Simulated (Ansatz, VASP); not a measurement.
**InAs: VASP beside Ansatz**

Wanted: the spread between two codes on one cell, functional and k mesh. The structure shown is the end of the Ansatz relaxation below.

Calculated with Ansatz 0.2.0; plane waves, with VASP 6.6.1 beside it; single point at PBEsol.

### Step 1. Set-up

The structure is trigonal, space group R3m (No. 160). Conventional cell: a = 4.348 Å, b = 4.348 Å, c = 10.473 Å, α = 90.00°, β = 90.00°, γ = 120.00°. Nearest to In lie 4 As at 2.64 to 2.65 Å. Nearest to As lie 4 In at 2.64 to 2.65 Å. Farther neighbours are not listed.

### Step 2. Ansatz: relaxation, PBEsol

Ansatz runs on its PAW soft_1 files.

This run makes the geometry at which the two programs are then compared.

File input.yaml:

```yaml
crystal:
  lattice:
    - [4.34803586, 0.0, 0.0]
    - [-2.17401793, 3.7655095113, 0.0]
    - [0.0, 0.0, 10.481747892]
  atoms:
    - { symbol: In, position: [0.0, 0.0, 0.0] }
    - { symbol: In, position: [0.3333333, 0.6666667, 0.3333333] }
    - { symbol: In, position: [0.6666667, 0.3333333, 0.6666667] }
    - { symbol: As, position: [0.0, 0.0, 0.75] }
    - { symbol: As, position: [0.3333333, 0.6666667, 0.0833333] }
    - { symbol: As, position: [0.6666667, 0.3333333, 0.4166667] }
kpoints:
  mp_grid: { grid: [8, 8, 3] }
scf:
  occupations: { method: fermi_dirac, width: 0.02 }
hamiltonian:
  xc: pbesol
  pseudopotentials: { kind: paw, azcp: { folder: soft_1 }, xc_functional: pbe }
basis:
  ecutwfc: 600
output:
  forces: true
  stress: true
relax:
  f_tol: 0.005
  max_steps: 70
  cell: { stress_tol: 0.02, p_target: 0, fix: [a, b, alpha, beta, gamma] }
```

The run is started by

```sh
$ ansatz run input.yaml --threads 8 --pin off --max-ram 18432MiB --backend cpu --events-out ev --progress --plain --runs-dir out
```

Numbers of over 12 decimals in the logs are rounded to 6 here.

Output:

```text
Engine: ansatz 0.2.0, aarch64-unknown-linux-gnu
Pseudopotentials: kind: paw
Pseudopotential: In, paw, valence charge 13, recommended cutoff 420 eV (normal), soft_1/In.paw.azcp
Pseudopotential: As, paw, valence charge 15, recommended cutoff 420 eV (normal), soft_1/As.paw.azcp
Functional definition: PBEsol
  exchange = pbesol_x
  correlation = pbesol_c
Crystal: 6 atoms, lattice volume = 171.613 Å³
Basis set: ecut = 600 eV, 5723 PW (Γ), exchange–correlation on 72×72×180 points (8 copies of the dense FFT grid, shifted against one another)
Bands: 51, of which v1, the nominal top of the filled ones, is band 42 counted from 1 (41 counted from 0)
Symmetry: 18 space group operations
Space group: R3m (ITA 160), of the structure as read, at distance tolerance 5.6e-5 Å
k-points: 25 of 192 (time reversal used)
Non-local potential: In, projectors of the file, l = 0: 2, l = 1: 2, l = 2: 2, l = 3: 1
Non-local potential: As, projectors of the file, l = 0: 2, l = 1: 2, l = 2: 3, l = 3: 1
PAW form: soft (Blöchl's): semilocal exchange-correlation on the pseudo side does not see the compensation charge
PAW frozen core: In, regenerated for the run's functional, and the local potential with it (the file was generated under x = pbe(κ = 0.804, μ = 0.219515), c = pbe(β = 0.066725))
PAW frozen core: As, regenerated for the run's functional, and the local potential with it (the file was generated under x = pbe(κ = 0.804, μ = 0.219515), c = pbe(β = 0.066725))
PAW one-centre angular grid: In, 590 points (default); XC on 64 Gauss nodes
PAW one-centre angular grid: As, 590 points (default); XC on 64 Gauss nodes
Initial density: superposition of atomic densities (chi_scale 0.1, normalization cell, long waves kept (reshape's long-wave potential 0.00 eV rms))
Initial wavefunctions: pseudopotential atomic-orbital guess
Functional: x = pbesol(κ = 0.804, μ = 0.123457), c = pbesol(β = 0.046)
SCF iter   1: F=—  HF=-31016.936936 eV  |F-HF|=—  |Δ(HF+E_count)|=         —  Δρ=2.78e-2  dr2=1.06e0  ethr=3.10e-3  ⟨swp⟩=6.7  Hψ=5144  notcnv=0
preconditioner: auto → Kerker (q_TF=auto, 2.422 Å⁻¹)  [metal: Δε(μ)=0.025 eV  Ē_g=13.830 eV  σ=0.020 eV  W_gap=0.28  n_scr=38 (ndim 8)  ℏωp=20.8 eV  f_vac=0.013  D(μ)=0.32/eV (n_scr^D=0)]
SCF iter   2: F=—  HF=-31016.779020 eV  |F-HF|=—  |Δ(HF+E_count)|=   1.58e-1  Δρ=1.75e-2  dr2=4.82e-1  ethr=1.26e-3  ⟨swp⟩=2.0  Hψ=1598  notcnv=0  defer=100
SCF iter   3: F=—  HF=-31016.667116 eV  |F-HF|=—  |Δ(HF+E_count)|=   1.12e-1  Δρ=2.92e-3  dr2=2.74e-2  ethr=5.73e-4  ⟨swp⟩=3.0  Hψ=1600  notcnv=0  defer=100
SCF iter   4: F=—  HF=-31016.670977 eV  |F-HF|=—  |Δ(HF+E_count)|=   3.86e-3  Δρ=1.36e-3  dr2=7.50e-3  ethr=3.26e-5  ⟨swp⟩=2.0  Hψ=2350  notcnv=0  defer=100
SCF iter   5: F=—  HF=-31016.671733 eV  |F-HF|=—  |Δ(HF+E_count)|=   7.56e-4  Δρ=5.99e-4  dr2=1.11e-3  ethr=8.93e-6  ⟨swp⟩=2.0  Hψ=2350  notcnv=0  defer=100
SCF iter   6: F=—  HF=-31016.672550 eV  |F-HF|=—  |Δ(HF+E_count)|=   8.17e-4  Δρ=2.18e-4  dr2=8.85e-5  ethr=1.33e-6  ⟨swp⟩=2.0  Hψ=2331  notcnv=0  defer=100
SCF iter   7: F=—  HF=-31016.672679 eV  |F-HF|=—  |Δ(HF+E_count)|=   1.28e-4  Δρ=4.61e-5  dr2=3.28e-6  ethr=1.05e-7  ⟨swp⟩=2.0  Hψ=2235  notcnv=0  defer=100
SCF iter   8: F=—  HF=-31016.672688 eV  |F-HF|=—  |Δ(HF+E_count)|=   9.06e-6  Δρ=1.05e-5  dr2=2.02e-7  ethr=3.90e-9  ⟨swp⟩=2.2  Hψ=1775  notcnv=0  defer=100
SCF iter   9: F=-31016.672688 eV  HF=-31016.672688 eV  |F-HF|=3.18e-8  |Δ(HF+E_count)|=   3.34e-7  Δρ=2.82e-6  dr2=2.75e-8  ethr=1.19e-10  ⟨swp⟩=4.2  Hψ=4404  notcnv=0
SCF 1 converged in 9 iterations: F = -31016.672688 eV  dr2 = 2.75e-8
  greatest PAW one-centre occupation: 0.999 electrons in one spin orbital (limit 2), on the As atom at site 5 (counted from 0), in its partial waves of l = 2
relax step   1: F+E_penalty+E_count = -31016.67268808 eV  Δ(F+E_penalty+E_count) = +0.000e0 eV  max|allowed force component| = 1.400e-1 eV/Å  Δτ_max = 0.0000 Å  P = -0.732 GPa  Ω = 171.613 Å³  fix = [a, b, alpha, beta, gamma]  reactions: a -1.315, b -1.315 GPa  (9 SCF iters, dr2 threshold 1.00e-7 eV, accepted)
[...]
relax step   2: F+E_penalty+E_count = -31016.67571404 eV  Δ(F+E_penalty+E_count) = -3.026e-3 eV  max|allowed force component| = 6.634e-2 eV/Å  Δτ_max = 0.0157 Å  P = -0.656 GPa  Ω = 171.244 Å³  energy of the carried Pulay correction = +8.711e-6 eV  fix = [a, b, alpha, beta, gamma]  reactions: a -0.937, b -0.937 GPa  (5 SCF iters, dr2 threshold 6.00e-7 eV, accepted)
[...]
relax step   3: F+E_penalty+E_count = -31016.67675101 eV  Δ(F+E_penalty+E_count) = -1.037e-3 eV  max|allowed force component| = 6.387e-4 eV/Å  Δτ_max = 0.0056 Å  P = -0.714 GPa  Ω = 171.463 Å³  energy of the carried Pulay correction = +3.532e-6 eV  fix = [a, b, alpha, beta, gamma]  reactions: a -1.079, b -1.079 GPa  (4 SCF iters, dr2 threshold 2.75e-7 eV, accepted)
[...]
relax step   4: F+E_penalty+E_count = -31016.67674703 eV  Δ(F+E_penalty+E_count) = +3.981e-6 eV  max|allowed force component| = 6.326e-4 eV/Å  Δτ_max = 0.0000 Å  P = -0.714 GPa  Ω = 171.463 Å³  fix = [a, b, alpha, beta, gamma]  reactions: a -1.078, b -1.078 GPa  stress off target by 1.61e-2 GPa on what of the cell is left free  SCF on the basis re-selected at this cell (its energy is not comparable with the rows above)  (6 SCF iters)
basis re-selected at this cell: Δ(F+E_penalty+E_count) = +3.981e-6 eV, ΔP = +0.000 GPa vs the last step (what re-selecting the basis moved, of the pressure what is left beyond the Pulay correction that the steps carried, after the strain that the cell walked since its last selection, with what the two solves' SCF thresholds leave and, on support functions, any second-order correction that the steps lacked; it is no m [...]
SCF converged after 6 iterations
Free energy (F): -31016.676747 eV
Harris-Foulkes:  -31016.676747 eV  (|F-HF|=1.46e-11)
Internal energy: -31016.676601 eV  (E = F + TS)
E sigma→0 (E₀):  -31016.676674 eV
Entropy (-TS):   -0.000146 eV (-0.024 meV/atom)
Fermi energy:    7.130102 eV
--- Per-component energies (eV) ---
  E_band       = -992.891200
  E_kinetic    = 948.630933
  E_local      = -10571.320620  (includes V_loc(G=0)·N_el)
  E_nonlocal   = -190.237831
  E_hartree    = 5241.091856
  E_xc         = -633.594027
  E_vxc        = -488.305105  (∫ρ·V_xc dr)
  E_paw        = -18328.732369  (= ΣΔE_a)
  E_vpaw       = -1173.842256  (= ΣTr[D̂ρ^β])
  E_aug_tail   = -0.000133  (compensation charges beyond the density's cutoff)
  E_ewald      = -7486.121411
  E_core_change = 3.607001  (= ΣΔE_core)
  E_smearing   = -0.000146  (= −TS)
  E_closure    = 0.000000  (closes the sum)
  Σ components = -31016.676747   (vs F -31016.676747, Δ=0.00e0)
--- Forces (eV/Å), atoms counted from 1 ---
  atom   1  In    -0.00000000    -0.00000000     0.00063253
  atom   2  In    -0.00000000    -0.00000000     0.00063253
  atom   3  In    -0.00000000    -0.00000000     0.00063253
  atom   4  As    -0.00000000     0.00000000    -0.00063271
  atom   5  As    -0.00000000     0.00000000    -0.00063271
  atom   6  As     0.00000000     0.00000000    -0.00063271
  max |Σ_I F_I| component: 5.41e-7 eV/Å
--- Stress (GPa, compression-positive) ---
       -1.078332      -0.000000      -0.000000
        0.000000      -1.078332       0.000000
       -0.000000       0.000000       0.016128
  P = ⅓ Tr σ = -0.7135 GPa (-7.135 kbar)
--- Relaxed structure (3 steps of the walk, 3 accepted, 1 SCFs on fresh bases) ---
  F+E_penalty+E_count = -31016.67674703 eV   max|allowed force component| = 6.326e-4 eV/Å   (the final SCF, on the basis selected at the relaxed cell)
  cell:  # Å, volume = 171.4634 Å³
    - [4.348036, 0, 0]
    - [-2.174018, 3.765510, 0]
    - [0, 0, 10.472600]
  atoms:
    - { symbol: In, position: [2.9976371791202016e-19, 0, 0.000969971] }
    - { symbol: In, position: [0.333333, 0.666667, 0.334303] }
    - { symbol: In, position: [0.666667, 0.333333, 0.667637] }
    - { symbol: As, position: [-2.9976371791202025e-19, 0, 0.749030] }
    - { symbol: As, position: [0.333333, 0.666667, 0.082363] }
    - { symbol: As, position: [0.666667, 0.333333, 0.415697] }
```

### Step 3. VASP: single point, PBEsol, pair 1

The same cell, functional, mesh and smearing now go to VASP, with its own data sets.

Lines of VASP's logs that name or quote its potential files are left out, and so is its time.

File INCAR:

```
SYSTEM = InAs
PREC = Accurate
ENCUT = 500
EDIFF = 1E-06
NELM = 120
ISMEAR = -1
SIGMA = 0.02
LREAL = .FALSE.
ALGO = Normal
GGA = PS
NBANDS = 33
LORBIT = 11
LWAVE = .FALSE.
LCHARG = .FALSE.
ISIF = 2
LASPH = .TRUE.
GGA_COMPAT = .FALSE.
EFERMI = MIDGAP
KPAR = 2
```

File POSCAR:

```
InAs
1.0
    4.3480358600      0.0000000000      0.0000000000
   -2.1740179300      3.7655095113      0.0000000000
    0.0000000000      0.0000000000     10.4726004346
In As
3 3
Direct
    0.0000000000      0.0000000000      0.0009699713
    0.3333333333      0.6666666667      0.3343033046
    0.6666666667      0.3333333333      0.6676366379
    0.0000000000      0.0000000000      0.7490300287
    0.3333333333      0.6666666667      0.0823633621
    0.6666666667      0.3333333333      0.4156966954
```

File KPOINTS:

```
Automatic mesh
0
Gamma
8 8 3
0 0 0
```

Potentials, in the order of the species: In_d and As (PBE family, release 64).

The run is started by

```sh
$ mpirun -np 2 vasp_std
```

Output:

```text
[banner, memory and clock lines left out]
running    2 mpi-ranks, on    1 nodes
 distrk:  each k-point on    1 cores,    2 groups
 distr:  one band on    1 cores,    1 groups

 POSCAR found type information on POSCAR InAs
 POSCAR found :  2 types and       6 ions
|                                                                             |
|               ----> ADVICE to this user running VASP <----                  |
|                                                                             |
|     You enforced a specific xc type in the INCAR file but a different       |
|     [... a line on the potential file left out ...]
|     I HOPE YOU KNOW WHAT YOU ARE DOING!                                     |
|                                                                             |

 LDA part: xc-table for (Slater+PW92), standard interpolation
 POSCAR, INCAR and KPOINTS ok, starting setup
 FFT: planning ... GRIDC
 FFT: planning ... GRID_SOFT
 FFT: planning ... GRID
 WAVECAR not read
 entering main loop
       N       E                     dE             d eps       ncg     rms          rms(c)
DAV:   1     0.478669641687E+03    0.47867E+03   -0.23928E+04  1650   0.175E+03
DAV:   2     0.294862366099E+02   -0.44918E+03   -0.44126E+03  1676   0.431E+02
DAV:   3    -0.236531302064E+02   -0.53139E+02   -0.52239E+02  2016   0.168E+02
DAV:   4    -0.261914593024E+02   -0.25383E+01   -0.25320E+01  1899   0.383E+01
DAV:   5    -0.263148677626E+02   -0.12341E+00   -0.12338E+00  2626   0.765E+00    0.749E+00
DAV:   6    -0.255374428018E+02    0.77742E+00   -0.16394E+00  2155   0.160E+01    0.394E+00
DAV:   7    -0.254639339733E+02    0.73509E-01   -0.71140E-01  2600   0.513E+00    0.101E+00
DAV:   8    -0.254559390524E+02    0.79949E-02   -0.91222E-02  2339   0.324E+00    0.484E-01
DAV:   9    -0.254557970110E+02    0.14204E-03   -0.63000E-03  2561   0.904E-01    0.228E-01
DAV:  10    -0.254561325620E+02   -0.33555E-03   -0.11733E-03  2507   0.294E-01    0.937E-02
DAV:  11    -0.254562150428E+02   -0.82481E-04   -0.41748E-04  2079   0.249E-01    0.417E-02
DAV:  12    -0.254562111537E+02    0.38892E-05   -0.19034E-05  2408   0.385E-02    0.114E-02
DAV:  13    -0.254562129282E+02   -0.17745E-05   -0.13735E-05  1994   0.195E-02    0.285E-03
DAV:  14    -0.254562127301E+02    0.19812E-06   -0.17257E-06  1351   0.108E-02
   1 F= -.25456213E+02 E0= -.25456141E+02  d E =-.144267E-03
```

Parts of OUTCAR (step 3):

```text
ion  position               nearest neighbor table
   1  0.000  0.000  0.001-   4 2.64   5 2.65   5 2.65   5 2.65
   2  0.333  0.667  0.334-   5 2.64   6 2.65   6 2.65   6 2.65
   3  0.667  0.333  0.668-   6 2.64   4 2.65   4 2.65   4 2.65
   4  0.000  0.000  0.749-   1 2.64   3 2.65   3 2.65   3 2.65
   5  0.333  0.667  0.082-   2 2.64   1 2.65   1 2.65   1 2.65
   6  0.667  0.333  0.416-   3 2.64   2 2.65   2 2.65   2 2.65

  LATTYP: Found a hexagonal cell.
 ALAT       =     4.3480358600
 C/A-ratio  =     2.4085818912

 Subroutine GETGRP returns: Found  6 space group operations
 (whereof  6 operations were pure point group operations)

The static configuration has the point symmetry C_3v.

 Found     25 irreducible k-points:

   k-points           NKPTS =     25   k-points in BZ     NKDIM =     25   number of bands    NBANDS=     33

   dimension x,y,z NGX =    32 NGY =   32 NGZ =   80
   dimension x,y,z NGXF=    64 NGYF=   64 NGZF=  160

   ENCUT  =  500.0 eV  36.75 Ry    6.06 a.u.   7.93  7.93 19.09*2*pi/ulx,y,z

   NELECT =      54.0000    total number of electrons

 k-points in reciprocal lattice and weights: Automatic mesh
   0.00000000  0.00000000  0.00000000       0.005
   0.12500000  0.00000000  0.00000000       0.031
   0.25000000  0.00000000  0.00000000       0.031
   0.37500000  0.00000000  0.00000000       0.031
   0.50000000  0.00000000  0.00000000       0.016
   0.12500000  0.12500000  0.00000000       0.031
   0.25000000  0.12500000  0.00000000       0.062
   0.37500000  0.12500000  0.00000000       0.062
   0.25000000  0.25000000  0.00000000       0.031
[...]
0.25000000  0.25000000  0.33333333       0.062
   0.37500000  0.25000000  0.33333333       0.062

 average (electrostatic) potential at core
       1 -96.7184       2 -96.7184       3 -96.7184       4 -49.8052       5 -49.8052
       6 -49.8052

 E-fermi :   4.0683

 k-point     1 :       0.0000    0.0000    0.0000
  band No.  band energies     occupation
    ...
     23       3.2224      2.00000
     24       3.2224      2.00000
     25       3.5840      2.00000
     26       4.0072      1.91004
     27       4.0072      1.91004
     28       4.1141      0.18380
     29       4.8826      0.00000
     30       4.8826      0.00000
     31       7.8316      0.00000
     32       7.8316      0.00000
    ...

 k-point     2 :       0.1250    0.0000    0.0000
  band No.  band energies     occupation
    ...
     23       2.5534      2.00000
     24       2.8070      2.00000
     25       3.2623      2.00000
     26       3.7472      2.00000
     27       3.9043      1.99945
     28       5.0830      0.00000
     29       5.7667      0.00000
     30       5.8200      0.00000
     31       7.7420      0.00000
     32       7.9878      0.00000
    ...

 k-point     3 :       0.2500    0.0000    0.0000
  band No.  band energies     occupation
    ...
     23       1.8477      2.00000
     24       2.2837      2.00000
     25       3.0026      2.00000
     26       3.2477      2.00000
     27       3.3428      2.00000
     28       5.7294      0.00000
     29       6.1373      0.00000
     30       6.4298      0.00000
     31       7.3681      0.00000
     32       7.8663      0.00000
    ...

  Total       -1.0822247     -1.0822247      0.0950766      0.0000000      0.0000000      0.0000000
  in kB      -10.1124555    -10.1124555      0.8884089      0.0000000      0.0000000      0.0000000
  external PRESSURE =      -6.4455007 kB  Pullay stress =       0.0000000 kB

  energy-cutoff  :      500.00
  volume of cell :      171.46
      direct lattice vectors                 reciprocal lattice vectors
     4.348035860  0.000000000  0.000000000     0.229988904  0.132784155  0.000000000
    -2.174017930  3.765509511  0.000000000     0.000000000  0.265568311  0.000000000
     0.000000000  0.000000000 10.472600435     0.000000000  0.000000000  0.095487268

 POSITION                                       TOTAL-FORCE (eV/Angst)
 -----------------------------------------------------------------------------------
      0.00000      0.00000      0.01016        -0.000000      0.000000      0.000848
     -0.00000      2.51034      3.50102        -0.000000      0.000000      0.000848
      2.17402      1.25517      6.99189        -0.000000      0.000000      0.000848
      0.00000      0.00000      7.84429         0.000000     -0.000000     -0.000848
     -0.00000      2.51034      0.86256         0.000000     -0.000000     -0.000848
      2.17402      1.25517      4.35343         0.000000     -0.000000     -0.000848
 -----------------------------------------------------------------------------------
    total drift:                                0.000001      0.000000      0.001917

  FREE ENERGIE OF THE ION-ELECTRON SYSTEM (eV)
  ---------------------------------------------------
  free  energy   TOTEN  =       -25.4562127301 eV

  energy  without entropy=      -25.4560684633  energy(sigma->0) =      -25.45614060

 total charge
# of ion       s       p       d       tot
------------------------------------------
    1        0.849   0.705   9.885  11.439
    2        0.849   0.705   9.885  11.439
    3        0.849   0.705   9.885  11.439
    4        1.226   1.538   0.021   2.785
    5        1.226   1.538   0.021   2.785
    6        1.226   1.538   0.021   2.785
--------------------------------------------------
tot          6.227   6.730  29.715  42.672

[... 3 further parts left out ...]
```

The run ends at a pressure of -0.64 GPa, with forces up to 8.5e-4 eV/Å.

### Step 4. Differences

Known differences besides the potentials themselves: the data sets hold 84 valence electrons in Ansatz (on its PAW soft_1 files) and 54 in VASP; the cutoff is 600 eV in Ansatz and 500 eV in VASP; Ansatz makes its cores anew for this functional, VASP keeps those of its PBE data sets; Ansatz's pressure holds a Pulay correction, VASP's none. Total energies have different zeros and are not compared.

Compared:

```csv
quantity,Ansatz,VASP,difference
pressure (GPa),-0.71,-0.64,-0.07
gap on the k mesh (eV),0.106,0.107,-0.001
```

A gap on the mesh is an upper bound, since the band edges may lie between its points.

### Step 5. Ansatz: relaxation, PBEsol

This run makes the geometry at which the two programs are then compared. The cell compared in this pair holds 173.86 Å³, against 171.46 Å³ for the pair before.

The structure compared here is the end of the Ansatz relaxation.

input.yaml, as its differences from that of step 2:

```diff
@@ -2,5 +2,5 @@
   lattice:
-    - [4.34803586, 0.0, 0.0]
-    - [-2.17401793, 3.7655095113, 0.0]
-    - [0.0, 0.0, 10.481747892]
+    - [4.39108572, 0.0, 0.0]
+    - [-2.19554286, 3.8027917837, 0.0]
+    - [0.0, 0.0, 10.418477784]
   atoms:
@@ -24,2 +24,6 @@
   stress: true
+  write_density: true
+  write_potential: true
+  elf: true
+  volumetric_format: npy
 relax:
```

The run is started by

```sh
$ ansatz run input.yaml --threads 8 --pin off --max-ram 18432MiB --backend cpu --events-out ev --progress --plain --runs-dir out
```

Output:

```text
[...]
Crystal: 6 atoms, lattice volume = 173.972 Å³
Basis set: ecut = 600 eV, 5843 PW (Γ), exchange–correlation on 72×72×180 points (8 copies of the dense FFT grid, shifted against one another)
Bands: 51, of which v1, the nominal top of the filled ones, is band 42 counted from 1 (41 counted from 0)
Symmetry: 18 space group operations
[...]
cell:  # Å, volume = 173.8638 Å³
    - [4.391086, 0, 0]
    - [-2.195543, 3.802792, 0]
    - [0, 0, 10.412015]
  atoms:
    - { symbol: In, position: [0, 0, 0.00181764] }
    - { symbol: In, position: [0.333333, 0.666667, 0.335151] }
    - { symbol: In, position: [0.666667, 0.333333, 0.668484] }
    - { symbol: As, position: [0, 0, 0.748182] }
    - { symbol: As, position: [0.333333, 0.666667, 0.081516] }
    - { symbol: As, position: [0.666667, 0.333333, 0.414849] }
[key lines of the parts left out:]
SCF converged after 4 iterations
Free energy (F): -31016.642562 eV
Fermi energy:    6.975418 eV
P = ⅓ Tr σ = -1.4192 GPa (-14.192 kbar)
```

(Continued in part 2 of 2.)

[Lines on the potential files, build, host, timing and source positions are cut from VASP's logs without a mark.]

[Logs are printed without paths, hosts, clocks, repeated set-up lines and the standing remarks that a program may print on its own settings, such as how far it seeks lower states.]

[Hosts, paths, dates, database ids (printed as entryN), source tags and the programs' standing remarks are cut or masked in the printed files.]
